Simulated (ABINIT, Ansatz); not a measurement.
## SnO2 (P-3m1): modes at Γ and the response to a field

Wanted: the vibrations of SnO2 (P-3m1) at Γ, by two programs.

Calculated with ABINIT 10.8.3; DFT LDA, scalar-relativistic, plane waves, PseudoDojo norm-conserving pseudopotentials.

Report form: the programs' logs are mostly left out.

The structure was built from a prototype and need not be the compound's stable phase.

## Step 1: Starting point

Symmetry: P-3m1, No. 164, trigonal system. The conventional cell has a = 3.181 Å, b = 3.181 Å, c = 4.457 Å, α = 90.00°, β = 90.00°, γ = 120.00°. Sn has 6 O at 2.09 Å nearest. Nearest to O lie 3 Sn at 2.09 Å. Farther neighbours and most contacts between anions are not listed.

Structure file:

```
Sn O
1.0
     3.18109    0.00000    0.00000
    -1.59055    2.75491    0.00000
     0.00000    0.00000    4.45735
Sn O
1 2
Direct
  0.00000 0.00000 0.00000
  0.33333 0.66667 0.22152
  0.66667 0.33333 0.77848
```

## Step 2: Relaxation

The harmonic expansion needs vanishing forces, and a free crystal bears no stress, so cell and atoms are brought to rest. Stress is more sensitive to the basis than forces are: the last 3 Ha under the cutoff are smoothed with ecutsm, and the cutoff is raised above that of the later runs.

The starting cell comes from a relaxation made beforehand in Ansatz (LDA, PseudoDojo NC).

File relax.abi:

```
# relaxation
ionmov 2
optcell 2
dilatmx 1.08
ntime 40
tolmxf 1.0d-05
tolvrs 1.0d-14
prtwf 0
prtden 0
chksymtnons 0

# basis, mesh and filling
ecut 44.0
ecutsm 3.0
ngkpt 9 9 6
nshiftk 1
shiftk 0.0 0.0 0.0
istwfk *1
occopt 1
nband 13
nstep 100
diemac 9.0
prtebands 0
prtgsr 0
useylm 1

# cell and atoms
acell 3*1.0 Angstrom
rprim 
    3.18109318 0.0 0.0
    -1.59054659 2.754907505 0.0
    0.0 0.0 4.457345439
ntypat 2
znucl 50 8
natom 3
typat 1 2 2
xred 
    0.0 0.0 0.0
    1/3 2/3 0.2215160675
    2/3 1/3 0.7784839325
pp_dirpath "./pseudo"
pseudos "Sn.upf, O.upf"
```

Run with:

```
OMP_NUM_THREADS=1 mpirun -n 4 abinit relax.abi > relax.log
```

Run time: 8.3 min. Hardware: 4 MPI ranks of Intel Xeon Platinum 8375C at 2.90GHz (Ice Lake), shared host; 33 min of CPU time.

Little changed from the start: no atom moved by 0.005 Å and no cell edge by 0.1 %.

This step gave:

| Item | Value |
| --- | --- |
| volume per atom | 13.02 Å³ |
| pressure | 5.86e-4 GPa |

## Step 3: Ground state

The response is built on these wavefunctions, so the potential is converged far more tightly than an energy would need. The mesh is shifted off Γ, since shifted meshes converge sums over the zone faster.

File gs.abi:

```
# ground state
tolvrs 1.0d-16
prtden 1
prtwf 1

# basis, mesh and filling
ecut 36.0
ngkpt 9 9 6
nshiftk 1
shiftk 0.0 0.0 0.5
istwfk *1
occopt 1
nband 13
nstep 100
diemac 9.0
prtebands 0
prtgsr 0
useylm 1

# cell and atoms
acell 3*1.0 Angstrom
rprim 
    3.181108205 0.0 0.0
    -1.590554103 2.754920518 0.0
    0.0 0.0 4.456859523
ntypat 2
znucl 50 8
natom 3
typat 1 2 2
xred 
    0.0 0.0 0.0
    1/3 2/3 0.2215813156
    2/3 1/3 0.7784186844
pp_dirpath "./pseudo"
pseudos "Sn.upf, O.upf"
```

Run with:

```
OMP_NUM_THREADS=1 mpirun -n 4 abinit gs.abi > gs.log
```

The job ended after 47 s (4 MPI ranks; 3.1 min of CPU time).

Read from the output:

```
pressure : -0.9887 GPa
```

The cell stands at -0.99 GPa: the relaxation ran with a smoothed and higher cutoff and on another k mesh.

## Step 4: Empty bands

Empty bands on the ground state's density check that the gap assumed so far is there in this cell.

File gap.abi:

```
# empty bands on the ground state's density
iscf -2
getden_filepath "gso_DEN"
tolwfr 1.0d-12
nbdbuf 2
prtwf 0

# basis, mesh and filling
ecut 36.0
ngkpt 9 9 6
nshiftk 1
shiftk 0.0 0.0 0.0
istwfk *1
occopt 1
nband 17
nstep 100
diemac 9.0
prtebands 0
prtgsr 0
useylm 1

# cell and atoms
acell 3*1.0 Angstrom
rprim 
    3.181108205 0.0 0.0
    -1.590554103 2.754920518 0.0
    0.0 0.0 4.456859523
ntypat 2
znucl 50 8
natom 3
typat 1 2 2
xred 
    0.0 0.0 0.0
    1/3 2/3 0.2215813156
    2/3 1/3 0.7784186844
pp_dirpath "./pseudo"
pseudos "Sn.upf, O.upf"
```

Run with:

```
OMP_NUM_THREADS=1 mpirun -n 4 abinit gap.abi > gap.log
```

It took 22 s on 4 MPI ranks; 87 s of CPU time.

Read from the output:

- gap on the k-mesh: 1.870 eV

In this cell the gap on the mesh is 1.9 eV, indirect (smallest direct 1.9 eV), so fixed occupations hold.

## Step 5: Linear response at Γ

The derivative of the wavefunctions by k comes first, since the response to a field is built on it; then the field and the displacements that symmetry doesn't supply are solved at q = 0.

It reads the wavefunctions written in step 3.

File dfpt_gamma.abi:

```
ndtset 2

# common to the responses
getwfk_filepath "gso_WFK"
kptopt 2
nqpt 1
qpt 0.0 0.0 0.0
asr 0
chneut 0

# d/dk
rfelfd1 2
rfdir1 1 1 1
iscf1 -3
tolwfr1 1.0d-20

# displacements, field
rfphon2 1
rfatpol2 1 3
rfdir2 1 1 1
rfelfd2 3
getddk2 1
tolvrs2 1.0d-10
prtwf2 0

# basis, mesh and filling
ecut 36.0
ngkpt 9 9 6
nshiftk 1
shiftk 0.0 0.0 0.5
istwfk *1
occopt 1
nband 13
nstep 100
diemac 9.0
prtebands 0
prtgsr 0
useylm 1

# cell and atoms
acell 3*1.0 Angstrom
rprim 
    3.181108205 0.0 0.0
    -1.590554103 2.754920518 0.0
    0.0 0.0 4.456859523
ntypat 2
znucl 50 8
natom 3
typat 1 2 2
xred 
    0.0 0.0 0.0
    1/3 2/3 0.2215813156
    2/3 1/3 0.7784186844
pp_dirpath "./pseudo"
pseudos "Sn.upf, O.upf"
```

Run with:

```
OMP_NUM_THREADS=1 mpirun -n 4 abinit dfpt_gamma.abi > dfpt_gamma.log
```

The job ended after 20 min (4 MPI ranks).

This step gave:

```yaml
miss_of_the_charge_sum_rule: 0.001569 e
largest_acoustic_frequency_at_the_zone_centre_before_the_sum_rule: -2.24 cm⁻¹
highest_optical_zone_centre_mode_no_lo_to_term: 497.8 cm⁻¹
lowest_optical_zone_centre_mode: 413.7 cm⁻¹
mean_high_frequency_dielectric_constant: 4.118
largest_born_charge_in_size_third_of_the_trace: 3.735 e
```

Born charge (rows field, columns displacement), before the sum rule (e), principal values of the symmetric part by kind of site:

```csv
atom,atoms with these values,low,middle,high,mean
Sn1,1,2.15,4.53,4.53,3.73
O2,2,-2.26,-2.26,-1.07,-1.87
```

In full for Sn1:

```
4.53 0.00 0.00
0.00 4.53 0.00
0.00 0.00 2.15
```

High-frequency dielectric tensor:

```
4.64 0.00 0.00
0.00 4.64 0.00
0.00 0.00 3.06
```

The acoustic modes at Γ come out as far as 2.2 cm⁻¹ from zero, where they should vanish, a small numerical error; the Born charges miss their sum rule by 0.0016 e, which is good.

## Step 6: Modes with the sum rule

anaddb reads the merged derivatives, imposes the acoustic sum rule and charge neutrality, and adds the LO-TO term along chosen directions.

File anaddb.abi:

```
ddb_filepath "gamma_DDB"
output_file "anaddb.abo"
outdata_prefix "anaddb"
asr 1
chneut 1
enunit 2
eivec 1
nph1l 1
qph1l 0.0 0.0 0.0 1.0
dieflag 1
nph2l 3
qph2l 
    1.0 0.0 0.0 0.0
    0.0 0.0 1.0 0.0
    1.0 1.0 1.0 0.0
```

File mrgddb.in:

```
gamma_DDB
merged
2
dfpt_gammao_DS2_DDB
gso_DDB
```

Run with:

```
mrgddb < mrgddb.in > mrgddb.log
OMP_NUM_THREADS=1 anaddb anaddb.abi > anaddb.log
```

It took 0.62 s on 1 thread.

Read from the output:

| Item | Value |
| --- | --- |
| highest optical zone-centre mode (no LO-TO term) | 497.9 cm⁻¹ |
| mean static dielectric constant | 8.469 |
| highest mode moved by the LO-TO term | 625.9 cm⁻¹ |

No LO-TO term; unit eigenvectors of the mass-weighted matrix, from anaddb's displacements. Modes at Γ, with each element's share of the kinetic energy:

```csv
mode,frequency (cm⁻¹),Sn %,O %
1,0.0,79,21
2,0.0,79,21
3,0.0,79,21
4,413.7,21,79
5,413.7,21,79
6,463.0,21,79
7,466.8,0,100
8,466.8,0,100
9,497.8,0,100
```

Displacements in mode 4 (413.7 cm⁻¹), the largest set to 1:
```
Sn1  0.16 -0.27  0.00
O2  -0.58  1.00  0.00
O3  -0.58  1.00  0.00
```

Displacements in mode 9 (497.8 cm⁻¹), the largest set to 1:
```
Sn1  0.00  0.00  0.00
O2   0.00  0.00  1.00
O3   0.00  0.00 -1.00
```

Static dielectric tensor (ions relaxed, fixed cell):

```
10.63  0.00  0.00
 0.00 10.63  0.00
 0.00  0.00  4.14
```

The rule moves no optical mode by more than 0.1 cm⁻¹.

## Step 7: The same in Ansatz

The same cell goes through another code at the same cutoff. The files are of one family, but Ansatz's library holds files of its own making for some heavy elements, so those for Sn may differ. Its k mesh is centred on Γ.

This step: DFT LDA, scalar-relativistic, plane waves, norm-conserving pseudopotentials of its library (PseudoDojo's, some remade) (Ansatz 0.2.0).

File input.yaml:

```yaml
crystal:
  lattice:
    - [3.1811082052, 0.0, 0.0]
    - [-1.5905541026, 2.7549205179, 0.0]
    - [0.0, 0.0, 4.4568595232]
  atoms:
    - { symbol: Sn, position: [0.0, 0.0, 0.0] }
    - { symbol: O, position: [0.3333333333, 0.6666666667, 0.2215813156] }
    - { symbol: O, position: [0.6666666667, 0.3333333333, 0.7784186844] }
kpoints:
  mp_grid: { grid: [9, 9, 6] }
hamiltonian:
  xc: lda
  pseudopotentials: { kind: nc, accuracy: standard }
scf:
  occupations: { method: fixed }
output:
  eigenvalues: true
basis:
  ecutwfc: 979.61
phonons:
  method: dfpt
  dielectric: true
  rigid_motions: translations
```

Run with:

```
ansatz run input.yaml --threads 4 --pin off --max-ram 16384MiB --backend cpu --events-out ev --progress --plain --runs-dir out
```

Wall time 51 s (4 threads); peak memory 1.4 GiB.

Read from the output:

```
sum-rule residual before enforcement     : 7.17e-4 eV/Å²
miss of the charge sum rule              : 4.04e-4 e
estimated error of the dielectric tensor : 0.01276
estimated error of the Born charges      : 0.03247 e
highest mode moved by the LO-TO term     : 626.0 cm⁻¹
```

Transverse modes. Infrared lines, with heights relative to the strongest:

```csv
position (cm⁻¹),label,"IR intensity ((D/Å)²/amu), degenerate modes summed, relative"
414,Eu,100
463,A2u,11
467,Eg,0.0
498,A1g,0.0
```

The log warns that the force constants on this k mesh are to be taken as unconverged.

## Step 8: Side by side: ABINIT PseudoDojo and Ansatz, library NC

Numbers from this step:

| Property | Result |
| --- | --- |
| root-mean-square difference | 0.04 cm⁻¹ |
| largest difference | 0.09 cm⁻¹ |

Frequencies side by side, by row:

```csv
q (reciprocal lattice),mode,ABINIT PseudoDojo (cm⁻¹),"Ansatz, library NC (cm⁻¹)"
0 0 0,1,0,0
0 0 0,2,0,0
0 0 0,3,0,0
0 0 0,4,413.7,413.7
0 0 0,5,413.7,413.7
0 0 0,6,463,463
0 0 0,7,466.8,466.8
0 0 0,8,466.8,466.8
0 0 0,9,497.9,497.9
```

The two runs side by side. Further quantities:

```csv
quantity,ABINIT PseudoDojo,"Ansatz, library NC"
mean ε∞,4.118,4.118
"largest Born charge in size (e; the first before, the second after the charge sum rule)",3.735,3.735
```

At the zone centre the largest difference (acoustic modes at Γ apart) is 0.02 % of the highest mode.

## Step 9: What came out

| Item | Value |
| --- | --- |
| space group after relaxation | P-3m1 |
| volume per atom | 13.0 Å³ |
| highest optical zone-centre mode (no LO-TO term) | 497.9 cm⁻¹ |
| lowest optical zone-centre mode | 413.7 cm⁻¹ |
| highest mode moved by the LO-TO term | 625.9 cm⁻¹ |
| mean high-frequency dielectric constant | 4.12 |
| largest Born charge in size (third of the trace) | 3.73 e |
| mean static dielectric constant | 8.47 |
| imaginary optical modes at the zone centre (no q mesh in this session) | none |
| largest difference from Ansatz, library NC | 0.09 cm⁻¹ |

At the LDA level the optical modes of SnO2 (P-3m1) at the zone centre (no LO-TO term) run from 414 to 498 cm⁻¹. The base run prints -0.99 GPa, mostly the error of a finite basis; the relaxation, with a smoothed and higher cutoff, had brought the cell to rest. Along the directions run, the highest mode that the macroscopic field moves lies at 626 cm⁻¹. Lattice motion raises the mean dielectric constant from 4.118 to 8.469. ABINIT PseudoDojo and Ansatz, library NC agree to 0.09 cm⁻¹ (0.02 % of the highest mode compared) on all solved modes but the acoustic ones at Γ, without the LO-TO term. These are harmonic frequencies at zero temperature: anharmonic shifts and linewidths and thermal expansion are left out. The published file for Sn has no f projectors, which tends to make oxide cells too large. Ansatz warns that the cutoff lies 14 % under the one recommended for these files; agreement at one cutoff is not convergence. Ansatz's log warns that force constants on this k mesh are to be taken as unconverged. The structure is a hypothetical one, built on a prototype.

[Host names and launcher messages were left out of these logs when they were recorded.]

[Logs are printed without paths, hosts, clocks, repeated set-up lines and the standing remarks that a program may print on its own settings, such as how far it seeks lower states.]

[Hosts, paths, dates, database ids (printed as entryN), source tags and the programs' standing remarks are cut or masked in the printed files.]
